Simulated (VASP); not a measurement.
BP in VASP 6.6.1, single-point calculation

INCAR

```
LWAVE = .FALSE.
LCHARG = .FALSE.
NSW = 0
ENCUT = 520
PREC = Accurate
NBANDS = 11
ISIF = 2
EDIFF = 1E-7
IBRION = -1
LASPH = .TRUE.
LREAL = .FALSE.
NELM = 54
ISMEAR = -1
SIGMA = 0.02
GGA = CA
```

KPOINTS

```
KPOINTS created by Atomic Simulation Environment
0
Gamma
1 1 1
0 0 0
```

POSCAR

```
B  P
 1.0000000000000000
    -0.0000000000000000    2.1554244784631185    2.1554244784631185
     2.1554244784631185   -0.0000000000000000    2.1554244784631185
     2.1554244784631185    2.1554244784631185   -0.0000000000000000
 B   P
   1   1
Cartesian
 -0.0000000000000000  0.0000000000000000  0.0000000000000000
  2.1554244784631185  2.1554244784631185  2.1554244784631185
```

The recommended LDA PAW datasets give the neutral cell 8 valence electrons.

Command

```
mpirun -np 1 vasp_std
```

OSZICAR

```
N       E                     dE             d eps       ncg     rms          rms(c)
DAV:   1     0.328668695311E+02    0.32867E+02   -0.40111E+03    22   0.604E+02
DAV:   2     0.742522820278E+01   -0.25442E+02   -0.24188E+02    22   0.116E+02
DAV:   3     0.659265424422E+01   -0.83257E+00   -0.81521E+00    28   0.168E+01
DAV:   4     0.658044025662E+01   -0.12214E-01   -0.12197E-01    33   0.233E+00
DAV:   5     0.658043584937E+01   -0.44073E-05   -0.44070E-05    22   0.461E-02    0.124E+01
DAV:   6     0.787148531990E+01    0.12910E+01   -0.14271E+00    22   0.991E+00    0.625E+00
DAV:   7     0.807973800242E+01    0.20825E+00   -0.97793E-02    28   0.239E+00    0.458E+00
DAV:   8     0.815801442290E+01    0.78276E-01   -0.15575E-01    22   0.246E+00    0.128E+00
DAV:   9     0.815971744688E+01    0.17030E-02   -0.26534E-03    22   0.342E-01    0.352E-01
DAV:  10     0.816008619603E+01    0.36875E-03   -0.34139E-04    22   0.177E-01    0.462E-02
DAV:  11     0.816008883186E+01    0.26358E-05   -0.19331E-05    36   0.276E-02    0.213E-02
DAV:  12     0.816008770049E+01   -0.11314E-05   -0.60058E-07    22   0.602E-03    0.112E-02
DAV:  13     0.816008776228E+01    0.61795E-07   -0.10838E-07    11   0.256E-03
   1 F= 0.81600878E+01 E0= 0.81600878E+01  d E =-.237183E-10
```

From OUTCAR

```
k-points           NKPTS =      1   k-points in BZ     NKDIM =      1   number of bands    NBANDS=     11

   NELECT =       8.0000    total number of electrons

   dimension x,y,z NGX =    24 NGY =   24 NGZ =   24
   dimension x,y,z NGXF=    48 NGYF=   48 NGZF=   48

  energy-cutoff  :      520.00
  volume of cell :       20.03
      direct lattice vectors                 reciprocal lattice vectors
     0.000000000  2.155424478  2.155424478    -0.231972869  0.231972869  0.231972869
     2.155424478  0.000000000  2.155424478     0.231972869 -0.231972869  0.231972869
     2.155424478  2.155424478  0.000000000     0.231972869  0.231972869 -0.231972869

 k-points in reciprocal lattice and weights: KPOINTS created by Atomic Simulation Env
   0.00000000  0.00000000  0.00000000       1.000

 E-fermi :  11.2081

 k-point     1 :       0.0000    0.0000    0.0000
  band No.  band energies     occupation
      1      -6.5904      2.00000
      2      10.6956      2.00000
      3      10.6956      2.00000
      4      10.6956      2.00000
      5      17.7413      0.00000
      6      17.9416      0.00000
      7      17.9416      0.00000
      8      17.9416      0.00000
      9      19.3150      0.00000
     10      19.3150      0.00000
     11      19.3150      0.00000

  Total       17.6070144     17.6070144     17.6070144      0.0000000     -0.0000000      0.0000000
  in kB     1408.5357480   1408.5357480   1408.5357480      0.0000000     -0.0000000      0.0000000
  external PRESSURE =    1408.5357480 kB  Pullay stress =       0.0000000 kB

 POSITION                                       TOTAL-FORCE (eV/Angst)
 -----------------------------------------------------------------------------------
      0.00000      0.00000      0.00000        -0.000000      0.000000     -0.000000
      2.15542      2.15542      2.15542         0.000000     -0.000000      0.000000
 -----------------------------------------------------------------------------------
    total drift:                                0.000000     -0.000000     -0.000000

  FREE ENERGIE OF THE ION-ELECTRON SYSTEM (eV)
  ---------------------------------------------------
  free  energy   TOTEN  =         8.1600877623 eV

  energy  without entropy=        8.1600877623  energy(sigma->0) =        8.16008776
```

It converged. Results: gap between bands v and c on the k mesh 7.05 eV; least direct gap on the k mesh 7.05 eV; pressure 140.9 GPa. Band v is the last that the valence electrons fill when counted band by band, and c is the next.

These settings aren't sound, so the numbers aren't properties of the crystal.

The fault: one k point for a small cell.

On sound settings LDA gives a gap of -3.75 eV on its mesh and a pressure of -6.2 GPa for the intended cell. This run's energy (σ→0) differs from it by 10251 meV an atom.

The run took about 1.7 s on one core of a shared host (Intel Xeon Platinum 8488C) and held 0.12 GiB at most.
